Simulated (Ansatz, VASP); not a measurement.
# BN (Qingsongite) in two plane-wave programs

One calculation is typed for both programs; each brings its own data sets and cutoff. How far apart do they land?

Main program and level: Ansatz 0.2.0; plane waves, with VASP 6.6.1 beside it; G0W0 gap at PBE.

### Step 1. Starting point

Symmetry: F-43m, No. 216, cubic system. Conventional cell: a = 3.615 Å, b = 3.615 Å, c = 3.615 Å, α = 90.00°, β = 90.00°, γ = 90.00°. Nearest to B lie 4 N at 1.57 Å. N has 4 B at 1.57 Å nearest. Farther neighbours and most contacts between anions are not listed.

As a file:

```
B N
1.0
     0.00000    1.80750    1.80750
     1.80750    0.00000    1.80750
     1.80750    1.80750    0.00000
B N
1 1
Direct
  0.00000 0.00000 0.00000
  0.25000 0.25000 0.25000
```

### Step 2. VASP: G0W0 gap, PBE

Quasiparticle shifts depend on high empty states and on the cores, so they are the hardest test of two PAW sets.

Lines of VASP's logs that name or quote its potential files are left out, and so is its time.

The run reads the wave functions of an earlier VASP run, which isn't shown here.

Input file INCAR:

```
SYSTEM = BN
PREC = Accurate
ENCUT = 450
ISMEAR = 0
SIGMA = 0.01
LREAL = .FALSE.
GGA = PE
NBANDS = 48
ALGO = EVGW0
NELMGW = 1
ENCUTGW = 140
NOMEGA = 48
PRECFOCK = Fast
NBANDSGW = 16
LWAVE = .FALSE.
LCHARG = .FALSE.
```

Input file POSCAR:

```
BN
1.0
    0.0000000000      1.8075000000      1.8075000000
    1.8075000000      0.0000000000      1.8075000000
    1.8075000000      1.8075000000      0.0000000000
B N
1 1
Direct
    0.0000000000      0.0000000000      0.0000000000
    0.2500000000      0.2500000000      0.2500000000
```

Input file KPOINTS:

```
Automatic mesh
0
Gamma
8 8 8
0 0 0
```

Potentials, in the order of the species: B_GW and N_GW (PBE family, release 64).

Run with:

```bash
mpirun -np 8 vasp_std
```

Numbers of over 12 decimals in the logs are rounded to 6 here.

What it wrote:

```text
[banner, memory and clock lines left out]
running    8 mpi-ranks, on    1 nodes
 distrk:  each k-point on    8 cores,    1 groups
 distr:  one band on    1 cores,    8 groups

 POSCAR found type information on POSCAR B N
 POSCAR found :  2 types and       2 ions
|                                                                             |
|           W    W    AA    RRRRR   N    N  II  N    N   GGGG   !!!           |
|           W    W   A  A   R    R  NN   N  II  NN   N  G    G  !!!           |
|           W    W  A    A  R    R  N N  N  II  N N  N  G       !!!           |
|           W WW W  AAAAAA  RRRRR   N  N N  II  N  N N  G  GGG   !            |
|           WW  WW  A    A  R   R   N   NN  II  N   NN  G    G                |
|           W    W  A    A  R    R  N    N  II  N    N   GGGG   !!!           |
|                                                                             |
|     For optimal performance we recommend to set                             |
|       NCORE = 2 up to number-of-cores-per-socket                            |
|     NCORE specifies how many cores store one orbital (NPAR=cpu/NCORE).      |
|     This setting can greatly improve the performance of VASP for DFT.       |
|     The default, NCORE=1 might be grossly inefficient on modern             |
|     multi-core architectures or massively parallel machines. Do your        |
|     Unfortunately you need to use the default for GW and RPA                |
|     calculations (for HF NCORE is supported but not extensively tested      |
|     yet).                                                                   |
|                                                                             |

|                                                                             |
|           W    W    AA    RRRRR   N    N  II  N    N   GGGG   !!!           |
|           W    W   A  A   R    R  NN   N  II  NN   N  G    G  !!!           |
|           W    W  A    A  R    R  N N  N  II  N N  N  G       !!!           |
|           W WW W  AAAAAA  RRRRR   N  N N  II  N  N N  G  GGG   !            |
|           WW  WW  A    A  R   R   N   NN  II  N   NN  G    G                |
|           W    W  A    A  R    R  N    N  II  N    N   GGGG   !!!           |
|                                                                             |
|     The default for ENCUTGWSOFT is different in this version of VASP.       |
|     please manually set ENCUTGWSOFT =140 in the INCAR file.                 |
|                                                                             |

 LDA part: xc-table for (Slater+PW92), standard interpolation
 found WAVECAR, reading the header
 POSCAR, INCAR and KPOINTS ok, starting setup
 FFT: planning ... GRIDC
 FFT: planning ... GRID_SOFT
 FFT: planning ... GRID
 reading WAVECAR
 the WAVECAR file was read successfully
 initial charge from wavefunction
 available memory per node:     79.57 GB, setting MAXMEM to     81484

 The Fermi energy was updated, please check that it is located mid-gap
 values below the HOMO (VB) or above the LUMO (CB) will cause erroneous energies
 E-fermi :   9.6932

 calculate exact exchange contribution
 the WAVEDER file was read successfully
energies w=
    0.000    0.000    1.193    0.000    2.382    0.000    3.561    0.000
    4.726    0.000    5.875    0.000    7.005    0.000    8.115    0.000
    9.204    0.000   10.273    0.000   11.323    0.000   12.356    0.000
   13.374    0.000   14.380    0.000   15.377    0.000   16.368    0.000
   17.358    0.000   18.350    0.000   19.348    0.000   20.357    0.000
   21.382    0.000   22.429    0.000   23.504    0.000   24.614    0.000
   25.766    0.000   26.969    0.000   28.234    0.000   29.572    0.000
   30.997    0.000   32.528    0.000   34.183    0.000   35.988    0.000
   37.974    0.000   40.179    0.000   42.655    0.000   45.465    0.000
   48.694    0.000   52.457    0.000   56.913    0.000   62.284    0.000
   68.897    0.000   77.251    0.000   88.140    0.000  102.920    0.000
  124.101    0.000  156.914    0.000  214.367    0.000  340.258    0.000
 responsefunction array rank=      64
 LDA part: xc-table for (Slater+PW92), standard interpolation

 min. memory requirement per mpi rank    112.1 MB, per node    897.0 MB

 allocating   6 responsefunctions rank=    64
 shmem allocating  48 responsefunctions rank=    64
 response function shared by NCSHMEM nodes    1
 Doing            6  frequencies on each core in blocks of           48
NQ=   1    0.0000    0.0000    0.0000,
|.........|.........|.........|.........|.........|.........|.........|.........
 performed        224000 updates of chi_q(r,r)
 total number of BLAS operations          6.26 Gflops
NQ=   2    0.1250    0.0000    0.0000,
|.........|.........|.........|.........|.........|.........|.........|.........
 performed        662000 updates of chi_q(r,r)
 total number of BLAS operations         15.74 Gflops
NQ=   3    0.2500    0.0000    0.0000,
|.........|.........|.........|.........|.........|.........|.........|.........
 performed       1100000 updates of chi_q(r,r)
 total number of BLAS operations         23.16 Gflops
NQ=   4    0.3750    0.0000    0.0000,
|.........|.........|.........|.........|.........|.........|.........|.........
 performed       1538000 updates of chi_q(r,r)
 total number of BLAS operations         29.64 Gflops
NQ=   5    0.5000    0.0000    0.0000,
|.........|.........|.........|.........|.........|.........|.........|.........
 performed       1890000 updates of chi_q(r,r)
 total number of BLAS operations         34.15 Gflops
NQ=   6    0.1250    0.1250    0.0000,
|.........|.........|.........|.........|.........|.........|.........|.........
 performed       2315000 updates of chi_q(r,r)
 total number of BLAS operations         43.01 Gflops
NQ=   7    0.2500    0.1250    0.0000,
|.........|.........|.........|.........|.........|.........|.........|.........
 performed       3066000 updates of chi_q(r,r)
 total number of BLAS operations         56.30 Gflops
NQ=   8    0.3750    0.1250    0.0000,
|.........|.........|.........|.........|.........|.........|.........|.........
 performed       3817000 updates of chi_q(r,r)
 total number of BLAS operations         67.94 Gflops
NQ=   9    0.5000    0.1250    0.0000,
|.........|.........|.........|.........|.........|.........|.........|.........
 performed       4568000 updates of chi_q(r,r)
 total number of BLAS operations         79.06 Gflops
NQ=  10   -0.3750    0.1250    0.0000,
|.........|.........|.........|.........|.........|.........|.........|.........
 performed       5319000 updates of chi_q(r,r)
 total number of BLAS operations         90.17 Gflops
NQ=  11   -0.2500    0.1250    0.0000,
|.........|.........|.........|.........|.........|.........|.........|.........
 performed       6070000 updates of chi_q(r,r)
 total number of BLAS operations        102.90 Gflops
NQ=  12   -0.1250    0.1250    0.0000,
|.........|.........|.........|.........|.........|.........|.........|.........
 performed       6674000 updates of chi_q(r,r)
 total number of BLAS operations        116.47 Gflops
NQ=  13    0.2500    0.2500    0.0000,
|.........|.........|.........|.........|.........|.........|.........|.........
 performed       7099000 updates of chi_q(r,r)
 total number of BLAS operations        122.78 Gflops
NQ=  14    0.3750    0.2500    0.0000,
|.........|.........|.........|.........|.........|.........|.........|.........
 performed       7850000 updates of chi_q(r,r)
 total number of BLAS operations        135.50 Gflops
NQ=  15    0.5000    0.2500    0.0000,
|.........|.........|.........|.........|.........|.........|.........|.........
 performed       8601000 updates of chi_q(r,r)
 total number of BLAS operations        146.11 Gflops
NQ=  16   -0.3750    0.2500    0.0000,
|.........|.........|.........|.........|.........|.........|.........|.........
 performed       9352000 updates of chi_q(r,r)
 total number of BLAS operations        157.22 Gflops
NQ=  17   -0.2500    0.2500    0.0000,
|.........|.........|.........|.........|.........|.........|.........|.........
 performed       9956000 updates of chi_q(r,r)
 total number of BLAS operations        165.75 Gflops
NQ=  18    0.3750    0.3750    0.0000,
|.........|.........|.........|.........|.........|.........|.........|.........
 performed      10381000 updates of chi_q(r,r)
 total number of BLAS operations        172.35 Gflops
NQ=  19    0.5000    0.3750    0.0000,
|.........|.........|.........|.........|.........|.........|.........|.........
 performed      11132000 updates of chi_q(r,r)
 total number of BLAS operations        182.95 Gflops
NQ=  20   -0.3750    0.3750    0.0000,
|.........|.........|.........|.........|.........|.........|.........|.........
 performed      11736000 updates of chi_q(r,r)
 total number of BLAS operations        194.09 Gflops
NQ=  21    0.5000    0.5000    0.0000,
|.........|.........|.........|.........|.........|.........|.........|.........
 performed      12046000 updates of chi_q(r,r)
 total number of BLAS operations        198.07 Gflops
NQ=  22    0.3750    0.2500    0.1250,
|.........|.........|.........|.........|.........|.........|.........|.........
 performed      12883000 updates of chi_q(r,r)
 total number of BLAS operations        212.87 Gflops
NQ=  23    0.5000    0.2500    0.1250,
|.........|.........|.........|.........|.........|.........|.........|.........
 performed      13849000 updates of chi_q(r,r)
 total number of BLAS operations        227.84 Gflops
NQ=  24   -0.3750    0.2500    0.1250,
|.........|.........|.........|.........|.........|.........|.........|.........
 performed      14631000 updates of chi_q(r,r)
 total number of BLAS operations        238.88 Gflops
NQ=  25    0.5000    0.3750    0.1250,
|.........|.........|.........|.........|.........|.........|.........|.........
 performed      15468000 updates of chi_q(r,r)
 total number of BLAS operations        252.45 Gflops
NQ=  26   -0.3750    0.3750    0.1250,
|.........|.........|.........|.........|.........|.........|.........|.........
 performed      16434000 updates of chi_q(r,r)
 total number of BLAS operations        266.09 Gflops
NQ=  27   -0.2500    0.3750    0.1250,
|.........|.........|.........|.........|.........|.........|.........|.........
 performed      17216000 updates of chi_q(r,r)
 total number of BLAS operations        277.67 Gflops
NQ=  28   -0.3750    0.5000    0.1250,
|.........|.........|.........|.........|.........|.........|.........|.........
 performed      17821000 updates of chi_q(r,r)
 total number of BLAS operations        286.21 Gflops
NQ=  29   -0.2500    0.5000    0.2500,
|.........|.........|.........|.........|.........|.........|.........|.........
 performed      18240000 updates of chi_q(r,r)
 total number of BLAS operations        292.72 Gflops
 resolving degeneracies of screened two electron integrals

 calculate QP shifts <psi_nk| G(iteration)W_0 |psi_nk>: iteration 1
 entering main loop
```

From OUTCAR (step 2):

```text
ion  position               nearest neighbor table
   1  0.000  0.000  0.000-   2 1.57   2 1.57   2 1.57   2 1.57
   2  0.250  0.250  0.250-   1 1.57   1 1.57   1 1.57   1 1.57

  LATTYP: Found a face centered cubic cell.
 ALAT       =     3.6150000000

 Subroutine GETGRP returns: Found 24 space group operations
 (whereof 24 operations were pure point group operations)

The static configuration has the point symmetry T_d .

 Found     29 irreducible k-points:

   k-points           NKPTS =     29   k-points in BZ     NKDIM =    512   number of bands    NBANDS=     48

   dimension x,y,z NGX =    18 NGY =   18 NGZ =   18
   dimension x,y,z NGXF=    36 NGYF=   36 NGZF=   36

   ENCUT  =  450.0 eV  33.07 Ry    5.75 a.u.   4.42  4.42  4.42*2*pi/ulx,y,z

   NELECT =       8.0000    total number of electrons

  energy-cutoff  :      450.00
  volume of cell :       11.81
      direct lattice vectors                 reciprocal lattice vectors
     0.000000000  1.807500000  1.807500000    -0.276625173  0.276625173  0.276625173
     1.807500000  0.000000000  1.807500000     0.276625173 -0.276625173  0.276625173
     1.807500000  1.807500000  0.000000000     0.276625173  0.276625173 -0.276625173

 k-points in reciprocal lattice and weights: Automatic mesh
   0.00000000  0.00000000  0.00000000       0.002
   0.12500000  0.00000000  0.00000000       0.016
   0.25000000  0.00000000  0.00000000       0.016
   0.37500000  0.00000000  0.00000000       0.016
   0.50000000  0.00000000  0.00000000       0.008
   0.12500000  0.12500000  0.00000000       0.012
   0.25000000  0.12500000  0.00000000       0.047
   0.37500000  0.12500000  0.00000000       0.047
   0.50000000  0.12500000  0.00000000       0.047
[...]
-0.37500000  0.50000000  0.12500000       0.023
  -0.25000000  0.50000000  0.25000000       0.012

 E-fermi :   9.6932

 QP shifts <psi_nk| G(iteration)W_0 |psi_nk>: iteration 1
 for sc-GW calculations column KS-energies equals QP-energies in previous step
 and V_xc(KS)=  KS-energies - (<T + V_ion + V_H > + <T+V_H+V_ion>^1  + <V_x>^1)
 k-point   1 :       0.0000    0.0000    0.0000
  band No.  KS-energies  QP-energies   sigma(KS)   V_xc(KS)     V^pw_x(r,r')   Z            occupation Imag(sigma)
      1     -12.7713     -14.7233     -17.9938     -15.4891     -26.4993       0.7793       2.0000       1.4758
      2       7.4633       6.7649     -19.1335     -18.2867     -21.8462       0.8248       2.0000       0.0888
      3       7.4633       6.7649     -19.1335     -18.2867     -21.8462       0.8248       2.0000       0.0888
      4       7.4633       6.7649     -19.1335     -18.2867     -21.8462       0.8248       2.0000       0.0888
      5      16.2832      17.6793     -12.1092     -13.7847      -7.0362       0.8332       0.0000      -0.1119
      6      16.2832      17.6793     -12.1092     -13.7847      -7.0362       0.8332       0.0000      -0.1119
      7      16.2832      17.6793     -12.1092     -13.7847      -7.0362       0.8332       0.0000      -0.1119
      8      17.8049      19.0510     -13.9104     -15.4381      -8.4177       0.8157       0.0000      -0.1379
    ...

 k-point   2 :       0.1250    0.0000    0.0000
  band No.  KS-energies  QP-energies   sigma(KS)   V_xc(KS)     V^pw_x(r,r')   Z            occupation Imag(sigma)
      1     -12.3931     -14.3073     -18.0168     -15.5536     -26.4508       0.7771       2.0000       1.4212
      2       5.5852       4.6639     -18.4846     -17.3599     -21.4975       0.8191       2.0000       0.1021
      3       7.0805       6.3414     -18.9421     -18.0453     -21.7017       0.8241       2.0000       0.0909
      4       7.0805       6.3414     -18.9421     -18.0453     -21.7017       0.8241       2.0000       0.0909
      5      16.6509      17.9616     -12.6101     -14.1886      -7.5004       0.8303       0.0000      -0.1158
      6      16.8541      18.2985     -12.2914     -14.0319      -7.1071       0.8299       0.0000      -0.1170
      7      16.8541      18.2985     -12.2914     -14.0319      -7.1071       0.8299       0.0000      -0.1170
      8      18.9896      20.4426     -14.0615     -15.8540      -8.3901       0.8106       0.0000      -0.1493
    ...

 k-point   3 :       0.2500    0.0000    0.0000
  band No.  KS-energies  QP-energies   sigma(KS)   V_xc(KS)     V^pw_x(r,r')   Z            occupation Imag(sigma)
      1     -11.2935     -13.1090     -18.1220     -15.7730     -26.3469       0.7729       2.0000       1.2639
      2       1.9847       0.7080     -17.8155     -16.2221     -21.6895       0.8013       2.0000       0.1488
      3       6.3339       5.5095     -18.6939     -17.6911     -21.5949       0.8221       2.0000       0.0965
      4       6.3339       5.5095     -18.6939     -17.6911     -21.5949       0.8221       2.0000       0.0965
      5      17.1066      18.3371     -12.9629     -14.4503      -7.7602       0.8272       0.0000      -0.1214
      6      17.8045      19.3018     -12.4281     -14.2393      -7.0425       0.8267       0.0000      -0.1271
      7      17.8045      19.3018     -12.4281     -14.2393      -7.0425       0.8267       0.0000      -0.1271
      8      21.0348      22.6616     -14.0624     -16.0979      -7.9203       0.7992       0.0000      -0.1840
    ...

 k-point   4 :       0.3750    0.0000    0.0000
  band No.  KS-energies  QP-energies   sigma(KS)   V_xc(KS)     V^pw_x(r,r')   Z            occupation Imag(sigma)
      1      -9.6696     -11.3526     -18.4568     -16.2550     -26.3797       0.7644       2.0000       1.0397
      2      -1.4685      -2.9761     -17.1957     -15.2632     -21.9599       0.7801       2.0000       0.2313
      3       5.7380       4.8467     -18.5787     -17.4915     -21.6216       0.8199       2.0000       0.1018
      4       5.7380       4.8467     -18.5787     -17.4915     -21.6216       0.8199       2.0000       0.1018
      5      17.4676      18.6502     -13.1635     -14.5945      -7.9019       0.8264       0.0000      -0.1246
      6      18.1687      19.6262     -12.2913     -14.0541      -6.8683       0.8269       0.0000      -0.1296
      7      18.1687      19.6262     -12.2913     -14.0541      -6.8683       0.8269       0.0000      -0.1296
      8      22.3251      23.9074     -13.5194     -15.5168      -7.0346       0.7921       0.0000      -0.2163
    ...

[... 4 further parts left out ...]
```

[end of part 1 of 2]

[Lines on the potential files, build, host, timing and source positions are cut from VASP's logs without a mark.]

[Logs are printed without paths, hosts, clocks, repeated set-up lines and the standing remarks that a program may print on its own settings, such as how far it seeks lower states.]

[Hosts, paths, dates, database ids (printed as entryN), source tags and the programs' standing remarks are cut or masked in the printed files.]
